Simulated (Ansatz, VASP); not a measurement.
**Ga: VASP beside Ansatz**

```
Ga
1.0
     2.95009    0.00000    0.00000
    -1.47504    2.55485    0.00000
     0.00000    0.00000    4.76761
Ga
2
Direct
  0.33333 0.66667 0.25000
  0.66667 0.33333 0.75000
```

Change from the starting cell: volume scaled by 0.9405.

Alike in both runs: task single point; functional PBE; k mesh 18 × 18 × 10; occupations fermi-dirac, width 0.05 eV; no spin polarisation.

|  | VASP | Ansatz |
| --- | --- | --- |
| version | VASP 6.6.1 | Ansatz 0.2.0 |
| potentials or method | VASP PAW PBE potentials, release 64 (Ga_d), cutoff 520 eV | all-electron LAPW, scalar-relativistic |

```tsv
	VASP	Ansatz	Ansatz less VASP
pressure (GPa)	3.4	3.3	-0.08
```

Ansatz ran all-electron here, so the differences hold the error of VASP's frozen core and of both bases.
